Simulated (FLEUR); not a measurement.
# TiAl (P-6m2) in FLEUR: notebook, part 2 of 3

FLEUR MaX-R8.1 (later development tree).

**3. Density of states, PBEsol**

Changes to inp.xml since step 2:

```diff
@@ -9,3 +9,3 @@
       <coreElectrons ctail="T" frcor="F" kcrel="0" coretail_lmax="0"/>
-      <xcFunctional name="vwn" relativisticCorrections="F"/>
+      <xcFunctional name="PBEs" relativisticCorrections="F"/>
       <magnetism jspins="1"/>
```

crystal.txt

```
TiAl
&input cartesian=F /
2.8672622327  0.0000000000  0.0000000000
-1.4336311163  2.4831219328  0.0000000000
0.0000000000  0.0000000000  4.6780830000
1.8897261246
1.0 1.0 1.0

2
22 0.0000000000  0.0000000000  0.0000000000
13 0.3333333333  0.6666666667  0.5000000000

&kpt div1=11 div2=11 div3=6 gamma=T /
```

Changes to inp.xml (dos) since step 2:

```diff
@@ -9,3 +9,3 @@
       <coreElectrons ctail="T" frcor="F" kcrel="0" coretail_lmax="0"/>
-      <xcFunctional name="vwn" relativisticCorrections="F"/>
+      <xcFunctional name="PBEs" relativisticCorrections="F"/>
       <magnetism jspins="1"/>
```

Potentials or basis: all-electron, FLAPW.

Command:

```console
> inpgen -f crystal.txt -profile fastHighL
> # inp.xml edited to the form shown
> fleur_MPI
> fleur_MPI   # second run, on inp.xml (dos)
```

The program printed:

```text
Welcome to FLEUR        (www.flapw.de)
      MaX-Release 8.1          (www.max-centre.eu)

 ========== k-point set info ==========
 Selected k-point list: default-1
 k-point list type: mesh
 11 x 11 x 6
 Number of k points: 64

 ------------Calculation Setup---------------------------
 Number of MPI-tasks      :            1
 Number of PE/node        :            1
 Number of OMP-threads    :            1
 Most efficient MPI parallelization for:
           1           2           4           8          16          32          64
 Additional eigenvalue parallelization possible
 Number of basis functions:          370
 Approximate size of matrices (H+S) per k-point:         0.004 GB
 --------------------------------------------------------
 Iteration:     1   Distance:       6.19436729 me/bohr^3
 Iteration:     2   Distance:       5.71838779 me/bohr^3
 Iteration:     3   Distance:       2.68777943 me/bohr^3
 Iteration:     4   Distance:       2.27129172 me/bohr^3
 Iteration:     5   Distance:       1.64885252 me/bohr^3
 Iteration:     6   Distance:       0.24197951 me/bohr^3
 Iteration:     7   Distance:       0.33011878 me/bohr^3
 Iteration:     8   Distance:       0.06489075 me/bohr^3
 Iteration:     9   Distance:       0.06970534 me/bohr^3
 Iteration:    10   Distance:       0.00500941 me/bohr^3
 Iteration:    11   Distance:       0.00509566 me/bohr^3
 Iteration:    12   Distance:       0.00110165 me/bohr^3
 Iteration:    13   Distance:       0.00030214 me/bohr^3
 Iteration:    14   Distance:       0.00033806 me/bohr^3
 Iteration:    15   Distance:       0.00001419 me/bohr^3
 Iteration:    16   Distance:       0.00001258 me/bohr^3
 Iteration:    17   Distance:       0.00000539 me/bohr^3

 ********************************************************************
 Run finished successfully
 Stop message:
   all done
 ********************************************************************
```

output (dos):

```text
Welcome to FLEUR        (www.flapw.de)
      MaX-Release 8.1          (www.max-centre.eu)

 ========== k-point set info ==========
 Selected k-point list: default-1
 k-point list type: mesh
 11 x 11 x 6
 Number of k points: 64

 ------------Calculation Setup---------------------------
 Number of MPI-tasks      :            1
 Number of PE/node        :            1
 Number of OMP-threads    :            1
 Most efficient MPI parallelization for:
           1           2           4           8          16          32          64
 Additional eigenvalue parallelization possible
 Number of basis functions:          370
 Approximate size of matrices (H+S) per k-point:         0.004 GB
 --------------------------------------------------------
Local.1               Total                INT                  Sym                  MT:1s                MT:1p                MT:1d                MT:1f                MT:2s                MT:2p                MT:2d                MT:2f
 done:Local.1

 Note: DOS data (together with different weights) is also stored in the banddos.hdf file.
       A convenient way of extracting and plotting the data from that file is by making use of the

 ********************************************************************
 Run finished successfully
 Stop message:
   Charge density postprocessing done.
 ********************************************************************
```

out.xml (last iteration):

```text
<iteration numberForCurrentRun="   17" overallNumber="   17">
         <energyParameters units="Htr">
            <atomicEP atomType="1" spin="1" branch="4s" branchLowest="-1.75" branchHighest="1.97" value="0.1980908791"/>
            <atomicEP atomType="1" spin="1" branch="4p" branchLowest="-0.86" branchHighest="2.45" value="0.3099688156"/>
            <atomicEP atomType="1" spin="1" branch="3d" branchLowest="-9.99" branchHighest="0.54" value="0.3153761074"/>
            <atomicEP atomType="1" spin="1" branch="4f" branchLowest="-9.99" branchHighest="2.91" value="0.5945042770"/>
[... 97 lines left out ...]
            </atomTypeDependentContributions>
            <tkbTimesEntropy value="0.0008684811"/>
            <freeEnergy value="-1095.2369172876"/>
            <extrapolationTo0K value="-1095.2364830470"/>
         </totalEnergy>
         <densityConvergence units="me/bohr^3">
            <chargeDensity spin="1" distance="0.0000053860"/>
         </densityConvergence>
      </iteration>
```

Run time: 78 s. Hardware: 1 thread of Arm Neoverse V2, shared host; peak memory 0.08 GiB.

Results:

```yaml
Free_energy: -29802.9148 eV
Band_gap_on_the_k_mesh: none (metal or under the smearing width)
Valence_electrons_inside_the_program's_atomic_spheres: Ti 10.54; Al 9.51 (radii Ti 2.48, Al 2.33 bohr)
```

States per cell in windows of 1 eV (zero at the Fermi level; states under -8 eV left out):
```csv
from (eV),total,MT:1d,INT,MT:2p,MT:2s,MT:1p,MT:1s
-8.0,0.34,0.00,0.17,0.01,0.12,0.01,0.02
-7.0,0.33,0.01,0.16,0.03,0.11,0.01,0.01
-6.0,0.30,0.01,0.15,0.03,0.08,0.01,0.01
-5.0,0.49,0.03,0.24,0.06,0.09,0.01,0.04
-4.0,0.64,0.07,0.31,0.09,0.08,0.02,0.05
-3.0,0.78,0.14,0.36,0.11,0.06,0.04,0.06
-2.0,1.57,0.57,0.62,0.19,0.05,0.07,0.05
-1.0,2.37,1.17,0.77,0.18,0.04,0.12,0.02
0.0,1.43,0.88,0.37,0.06,0.01,0.06,0.01
1.0,1.99,1.50,0.34,0.06,0.01,0.02,0.01
2.0,2.27,1.74,0.32,0.08,0.03,0.03,0.02
3.0,1.51,0.96,0.27,0.09,0.09,0.04,0.01
4.0,1.45,0.69,0.35,0.15,0.09,0.05,0.04
```

Core levels (eV from the Fermi level):
```
atom                                                   levels
1 Ti  1s1/2 -4855.8, 2s1/2 -530.0, 2p1/2 -441.5, 2p3/2 -435.8
2 Al                                            1s1/2 -1501.8
```

**4. Density of states, r2SCAN**

Changes to inp.xml since step 3:

```diff
@@ -7,5 +7,8 @@
       <cutoffs Kmax="4.21" Gmax="13.0" GmaxXC="13.0" numbands="0"/>
-      <scfLoop itmax="60" minDistance="0.00001" maxIterBroyd="15" imix="Anderson" alpha="0.05" precondParam="0.0" spinf="2.0" sdNocoIR="T"/>
-      <coreElectrons ctail="T" frcor="F" kcrel="0" coretail_lmax="0"/>
-      <xcFunctional name="PBEs" relativisticCorrections="F"/>
+      <scfLoop itmax="80" minDistance="0.0001" maxIterBroyd="30" imix="Anderson" alpha="0.05" precondParam="0.0" spinf="2.0" sdNocoIR="T"/>
+      <coreElectrons ctail="F" frcor="F" kcrel="0" coretail_lmax="0"/>
+      <xcFunctional name="LibXC" relativisticCorrections="F">
+         <LibXCName exchange="mgga_x_r2scan" correlation="mgga_c_r2scan"/>
+         <AuxGGA exchange="117" correlation="130"/>
+      </xcFunctional>
       <magnetism jspins="1"/>
```

crystal.txt is that of step 3.

Changes to inp.xml (dos) since step 3:

```diff
@@ -7,5 +7,8 @@
       <cutoffs Kmax="4.21" Gmax="13.0" GmaxXC="13.0" numbands="0"/>
-      <scfLoop itmax="60" minDistance="0.00001" maxIterBroyd="15" imix="Anderson" alpha="0.05" precondParam="0.0" spinf="2.0" sdNocoIR="T"/>
-      <coreElectrons ctail="T" frcor="F" kcrel="0" coretail_lmax="0"/>
-      <xcFunctional name="PBEs" relativisticCorrections="F"/>
+      <scfLoop itmax="80" minDistance="0.0001" maxIterBroyd="30" imix="Anderson" alpha="0.05" precondParam="0.0" spinf="2.0" sdNocoIR="T"/>
+      <coreElectrons ctail="F" frcor="F" kcrel="0" coretail_lmax="0"/>
+      <xcFunctional name="LibXC" relativisticCorrections="F">
+         <LibXCName exchange="mgga_x_r2scan" correlation="mgga_c_r2scan"/>
+         <AuxGGA exchange="117" correlation="130"/>
+      </xcFunctional>
       <magnetism jspins="1"/>
```

Potentials or basis: all-electron, FLAPW.

Command:

```console
> inpgen -f crystal.txt -profile fastHighL
> # inp.xml edited to the form shown
> fleur_MPI
> fleur_MPI   # second run, on inp.xml (dos)
```

The program printed:

```text
Welcome to FLEUR        (www.flapw.de)
      MaX-Release 8.1          (www.max-centre.eu)
 func_ids         498         497         498         497
 MetaGGA potential functional detected - V_tau will be computed
 Auxiliary Potential for radial basis: exchange=         117  correlation=         130
The functional 'Re-regularized SCAN exchange by Furness et al' is an exchange functional, it belongs to the 'MGGA' family and is defined in the reference(s):
[1] J. W. Furness, A. D. Kaplan, J. Ning, J. P. Perdew, and J. Sun.,  J. Phys. Chem. Lett. 11, 8208-8215 (2020)
[2] J. W. Furness, A. D. Kaplan, J. Ning, J. P. Perdew, and J. Sun.,  J. Phys. Chem. Lett. 11, 9248-9248 (2020)
The functional 'Re-regularized SCAN correlation by Furness et al' is a correlation functional, it belongs to the 'MGGA' family and is defined in the reference(s):
[1] J. W. Furness, A. D. Kaplan, J. Ning, J. P. Perdew, and J. Sun.,  J. Phys. Chem. Lett. 11, 8208-8215 (2020)
[2] J. W. Furness, A. D. Kaplan, J. Ning, J. P. Perdew, and J. Sun.,  J. Phys. Chem. Lett. 11, 9248-9248 (2020)
 Using same functional for VXC and EXC

 ========== k-point set info ==========
 Selected k-point list: default-1
 k-point list type: mesh
 11 x 11 x 6
 Number of k points: 64

[... 16 lines left out ...]
 Using auxiliary GGA potential for the first iteration of MetaGGA calculation.
 Reset of history
 Reset of history
 Iteration:     1   Distance:      14.97806637 me/bohr^3
The functional 'Hammer, Hansen, and Norskov' is an exchange functional, it belongs to the 'GGA' family and is defined in the reference(s):
[1] B. Hammer, L. B. Hansen, and J. K. Nørskov.,  Phys. Rev. B 59, 7413 (1999)
The functional 'Perdew, Burke & Ernzerhof' is a correlation functional, it belongs to the 'GGA' family and is defined in the reference(s):
[1] J. P. Perdew, K. Burke, and M. Ernzerhof.,  Phys. Rev. Lett. 77, 3865 (1996)
[2] J. P. Perdew, K. Burke, and M. Ernzerhof.,  Phys. Rev. Lett. 78, 1396 (1997)
 Using same functional for VXC and EXC
 Iteration:     2   Distance:      14.61201504 me/bohr^3
The functional 'Hammer, Hansen, and Norskov' is an exchange functional, it belongs to the 'GGA' family and is defined in the reference(s):
[1] B. Hammer, L. B. Hansen, and J. K. Nørskov.,  Phys. Rev. B 59, 7413 (1999)
The functional 'Perdew, Burke & Ernzerhof' is a correlation functional, it belongs to the 'GGA' family and is defined in the reference(s):
[1] J. P. Perdew, K. Burke, and M. Ernzerhof.,  Phys. Rev. Lett. 77, 3865 (1996)
[2] J. P. Perdew, K. Burke, and M. Ernzerhof.,  Phys. Rev. Lett. 78, 1396 (1997)
 Using same functional for VXC and EXC
 Iteration:     3   Distance:      13.79979778 me/bohr^3
The functional 'Hammer, Hansen, and Norskov' is an exchange functional, it belongs to the 'GGA' family and is defined in the reference(s):
[1] B. Hammer, L. B. Hansen, and J. K. Nørskov.,  Phys. Rev. B 59, 7413 (1999)
[... 82 lines left out ...]
The functional 'Hammer, Hansen, and Norskov' is an exchange functional, it belongs to the 'GGA' family and is defined in the reference(s):
[1] B. Hammer, L. B. Hansen, and J. K. Nørskov.,  Phys. Rev. B 59, 7413 (1999)
The functional 'Perdew, Burke & Ernzerhof' is a correlation functional, it belongs to the 'GGA' family and is defined in the reference(s):
[1] J. P. Perdew, K. Burke, and M. Ernzerhof.,  Phys. Rev. Lett. 77, 3865 (1996)
[2] J. P. Perdew, K. Burke, and M. Ernzerhof.,  Phys. Rev. Lett. 78, 1396 (1997)
 Using same functional for VXC and EXC
 Iteration:    16   Distance:       0.00033781 me/bohr^3
The functional 'Hammer, Hansen, and Norskov' is an exchange functional, it belongs to the 'GGA' family and is defined in the reference(s):
[1] B. Hammer, L. B. Hansen, and J. K. Nørskov.,  Phys. Rev. B 59, 7413 (1999)
The functional 'Perdew, Burke & Ernzerhof' is a correlation functional, it belongs to the 'GGA' family and is defined in the reference(s):
[1] J. P. Perdew, K. Burke, and M. Ernzerhof.,  Phys. Rev. Lett. 77, 3865 (1996)
[2] J. P. Perdew, K. Burke, and M. Ernzerhof.,  Phys. Rev. Lett. 78, 1396 (1997)
 Using same functional for VXC and EXC
 Iteration:    17   Distance:       0.00004068 me/bohr^3

 ********************************************************************
 Run finished successfully
 Stop message:
   all done
 ********************************************************************
```

out.xml (last iteration):

```text
<iteration numberForCurrentRun="   17" overallNumber="   17">
         <energyParameters units="Htr">
            <atomicEP atomType="1" spin="1" branch="4s" branchLowest="-1.77" branchHighest="1.98" value="0.2052009617"/>
            <atomicEP atomType="1" spin="1" branch="4p" branchLowest="-0.87" branchHighest="2.47" value="0.3157851263"/>
            <atomicEP atomType="1" spin="1" branch="3d" branchLowest="-9.99" branchHighest="0.53" value="0.3191590007"/>
            <atomicEP atomType="1" spin="1" branch="4f" branchLowest="-9.99" branchHighest="2.92" value="0.5998859269"/>
[... 101 lines left out ...]
            </atomTypeDependentContributions>
            <tkbTimesEntropy value="0.0008159611"/>
            <freeEnergy value="-1096.9059575299"/>
            <extrapolationTo0K value="-1096.9055495493"/>
         </totalEnergy>
         <densityConvergence units="me/bohr^3">
            <chargeDensity spin="1" distance="0.0000406836"/>
         </densityConvergence>
      </iteration>
```

Wall time 84 s (1 thread of Arm Neoverse V2, shared host); peak memory 0.1 GiB.

What came out:

```yaml
Free_energy: -29848.3317 eV
Band_gap_on_the_k_mesh: none (metal or under the smearing width)
Valence_electrons_inside_the_program's_atomic_spheres: Ti 10.50; Al 9.49 (radii Ti 2.48, Al 2.33 bohr)
```

Levels at points of the mesh, in eV from the Fermi level:
```tsv
k point	band 8	band 9	band 10	band 11	band 12	band 13	band 14	band 15
(0.00, 0.00, 0.00)	-33.70	-9.43	-2.41	-2.06	1.45	1.45	3.08	3.08
(0.00, 0.00, 0.50)	-33.70	-8.48	-5.63	-0.41	1.46	1.46	3.00	3.00
```

States per cell in windows of 1 eV (zero at the Fermi level; states under -8 eV left out):
```csv
from (eV),total,MT:1d,INT,MT:2p,MT:2s,MT:1p,MT:1s
-8.0,0.30,0.00,0.15,0.02,0.10,0.01,0.01
-7.0,0.36,0.01,0.18,0.03,0.11,0.01,0.01
-6.0,0.36,0.02,0.18,0.05,0.08,0.01,0.02
-5.0,0.39,0.02,0.20,0.05,0.05,0.01,0.04
-4.0,0.67,0.07,0.33,0.10,0.07,0.03,0.05
-3.0,0.89,0.17,0.41,0.12,0.06,0.05,0.06
-2.0,1.27,0.45,0.50,0.15,0.04,0.06,0.04
-1.0,2.51,1.22,0.84,0.19,0.04,0.13,0.02
0.0,1.23,0.77,0.32,0.05,0.01,0.05,0.00
1.0,1.43,1.05,0.27,0.04,0.01,0.02,0.01
2.0,2.59,2.03,0.36,0.08,0.01,0.02,0.01
3.0,1.60,1.08,0.27,0.08,0.07,0.04,0.01
4.0,1.42,0.76,0.31,0.12,0.08,0.05,0.03
```

Core levels (eV from the Fermi level):
```csv
atom,levels
1 Ti,"1s1/2 -4863.1, 2s1/2 -531.3, 2p1/2 -442.3, 2p3/2 -436.5"
2 Al,1s1/2 -1505.3
```

Caveat: the meta-GGA is that of a development version, with a GGA for the radial functions and cores and without core tails.

(Part 2 of 3 ends here.)
